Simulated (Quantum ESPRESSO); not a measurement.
## Te in Quantum ESPRESSO: convergence with number of bands

The system is Te.

```
CELL_PARAMETERS angstrom
4.45400 0.00000 0.00000
-2.22700 3.85728 0.00000
0.00000 0.00000 5.92400
ATOMIC_POSITIONS crystal
Te 0.73100 0.73100 0.00000
Te 0.00000 0.26900 0.66667
Te 0.26900 0.00000 0.33333
```

```yaml
Program: Quantum ESPRESSO 7.5
Task: single point
Functional: PBE
Potentials_or_basis: JTH 2.0 PBE
Cutoff: 490 eV
Density_cutoff: 2939 eV
k_mesh: 7 × 7 × 5
Occupations: fermi-dirac, width 0.136 eV
Spin: no spin polarisation
```

These are the settings of the first run; the series varies number of bands, with any setting tied to it.

Hardware: 1 thread of Arm Neoverse V1, on a shared host.

```tsv
number of bands	energy less the tightest run, at zero smearing (meV/atom)	SCF cycles	CPU time (s)	peak memory (GiB)
11	-0.02	10	27	0.08
12	0.00	9	24	0.08
13	0.00	9	27	0.08
15	0.00	8	27	0.08
19	0.00	8	32	0.09
27	0.00	7	38	0.1
```

Against the tightest run, the energy stays within 1 meV/atom from 11 on. The tightest run that finished is the yardstick and may itself not be fully converged.
